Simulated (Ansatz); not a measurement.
# How SiNi2 stores the work of compression

Method: DFT PBEsol, scalar-relativistic, plane waves, PAW in Ansatz 0.2.0. Run with 420 eV cutoff, 12×12×8 k-mesh, Gaussian smearing of 0.10 eV, no spin polarisation.

Starting point, cell and atoms relaxed:

```
Si Ni
1.0
     3.86846    0.00000    0.00000
    -1.93423    3.35019    0.00000
     0.00000    0.00000    4.91699
Si Ni
2 4
Direct
  0.33333 0.66667 0.75000
  0.66667 0.33333 0.25000
  0.00000 0.00000 0.00000
  0.00000 0.00000 0.50000
  0.33333 0.66667 0.25000
  0.66667 0.33333 0.75000
```

Cell and atoms were relaxed at each target pressure within the start's symmetry (P6_3/mmc), at zero temperature; other phases can be more stable under pressure. H = E + PV with P the target; E is the free energy at the smearing used, whose derivative the pressure is, per atom and counted from zero pressure. Spin polarisation was left out, and a magnetic state may lie lower.

```
P (GPa) V (Å³/atom) E − E0 (meV) H − H0 (meV)
      0       10.621           0.0           0.0
      3       10.482           1.3         197.6
      8       10.277           8.3         521.5
     15       10.022          26.5         964.8
     30        9.569          89.1        1880.9
     60        8.901         272.8        3606.3
```

Problem. Thermodynamics gives dH/dP = V along a relaxed path. Integrate V over P by the trapezoid rule and compare with the computed enthalpies.

Solution. With 1 eV/Å³ = 160.22 GPa, each step adds the mean volume times ΔP / 160.22:
```csv
P (GPa),∫V dP (meV),H − H0 (meV),difference (meV)
3,197.6,197.6,0.0
8,521.5,521.5,0.0
15,964.9,964.8,0.2
30,1882.0,1880.9,1.1
60,3611.3,3606.3,5.0
```

V(P) curves upward, so the trapezoid rule runs high; integrating a smooth curve through the same points puts that excess at about 4.9 meV at 60 GPa, against the 5.0 meV found.

Problem. At 60 GPa, how much of the enthalpy change is stored energy and how much is the PV term?

Solution. E rises by 273 meV/atom and PV is 60 × 8.901 / 160.22 = 3333 meV/atom, so PV makes 92 % of ΔH. So between rival structures at high pressure a small difference in volume can outweigh the difference in energy: 1 % of this volume is worth 33.3 meV/atom at this pressure.

Problem. What bulk modulus do the lowest pressures give, and how is the compression shared among the axes?

Solution. From the pressures that the runs reached, -3.00 GPa (10.767 Å³) and 3.05 GPa (10.482 Å³), B = −ΔP/Δln V = 6.05 / 0.0268 = 226 GPa, a mean over that range. The linear compressibilities −Δln(length)/ΔP are 1.31 along a, 1.31 along b, 1.81 along c (in TPa⁻¹). With fixed angles they add up to 1/B: 4.43 against 4.43. Softest: c, at 41 % of the volume change per axis.

The work of compression stored in the crystal is only the rise in E. It starts out nearly quadratic in pressure, whereas PV grows almost linearly, so the stored share of the enthalpy is negligible at first and still modest at 60 GPa. Each further gigapascal removes less volume, as expected when closed-shell repulsion and the kinetic energy of the confined valence electrons rise steeply at short distances.

The softer c axis fits the structure. Ni and Si alternate in flat honeycomb layers, where their contacts are shorter than any along c. Because the layers are flat, shrinking a must shorten these bonds directly, with no buckling to relieve the strain. Strong Ni 3d–Si 3p hybridisation within the layers is probably what makes them stiff, and it would also help explain a bulk modulus above that of either element at ambient conditions.

The match between integrated volumes and enthalpies shows that energies and pressures are mutually consistent, but it doesn't test whether the functional gives the right volume or stiffness.
